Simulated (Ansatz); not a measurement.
# AgCl: the cost of one run

Method: DFT PBEsol, scalar-relativistic, in Ansatz 0.2.0.

**1. Starting point**

Symmetry: Cmcm, No. 63, orthorhombic system. The conventional cell has a = 3.742 Å, b = 11.113 Å, c = 3.924 Å, α = 90.00°, β = 90.00°, γ = 90.00°. Ag (site symmetry m2m) is surrounded by 5 Cl at 2.73 to 2.91 Å and 2 Ag at 3.02 Å. Cl (site symmetry m2m) has 5 Ag at 2.73 to 2.91 Å as nearest neighbours.

As a file:

```
CELL_PARAMETERS angstrom
1.87091 -5.55660 0.00000
1.87091 5.55660 0.00000
0.00000 0.00000 3.92404
ATOMIC_POSITIONS crystal
Ag 0.39656 0.60344 0.75000
Ag 0.60344 0.39656 0.25000
Cl 0.86545 0.13455 0.25000
Cl 0.13455 0.86545 0.75000
```

Atoms are numbered in the order of the input: Ag1, Ag2, Cl3, Cl4.

**2. After the deformation**

Space group Cmcm before, Cmcm after.

**3. All-electron LAPW**

Input file input.yaml:

```yaml
crystal:
  lattice:
    - [1.8896188, -5.6121611882, 0.0]
    - [1.8896188, 5.6121611882, 0.0]
    - [0.0, 0.0, 3.92403735]
  atoms:
    - { symbol: Ag, position: [0.3965554, 0.6034446, 0.75] }
    - { symbol: Ag, position: [0.6034446, 0.3965554, 0.25] }
    - { symbol: Cl, position: [0.86544873, 0.13455127, 0.25] }
    - { symbol: Cl, position: [0.13455127, 0.86544873, 0.75] }
kpoints:
  mp_grid: { grid: [9, 9, 8] }
  band_path:
    path:
      - [0.0, 0.0, 0.0]
      - [-0.5, 0.5, 0.0]
      - [-0.2783418463, 0.7216581537, 0.0]
      - [0.2783418463, 0.2783418463, 0.0]
      - [0.0, 0.0, 0.0]
      - [0.0, 0.0, 0.5]
      - [0.2783418463, 0.2783418463, 0.5]
      - [-0.2783418463, 0.7216581537, 0.5]
      - [-0.5, 0.5, 0.5]
    npoints: 5
scf:
  occupations: { method: fermi_dirac, width: 0.03 }
hamiltonian:
  xc: pbesol
  pseudopotentials: { kind: all_electron, lapw: { basis_error: 0.001 } }
output:
  forces: true
  stress: true
  eigenvalues: true
```

Run with:

```console
$ ansatz run input.yaml --threads 1 --pin off --max-ram 6144MiB --backend cpu --events-out ev --progress --plain --runs-dir out
```

**Question.** How long does this run take on 1 thread of Arm Neoverse V1, shared host, and how much memory does it need?

About 1.7 min, with a peak of 0.81 GiB.
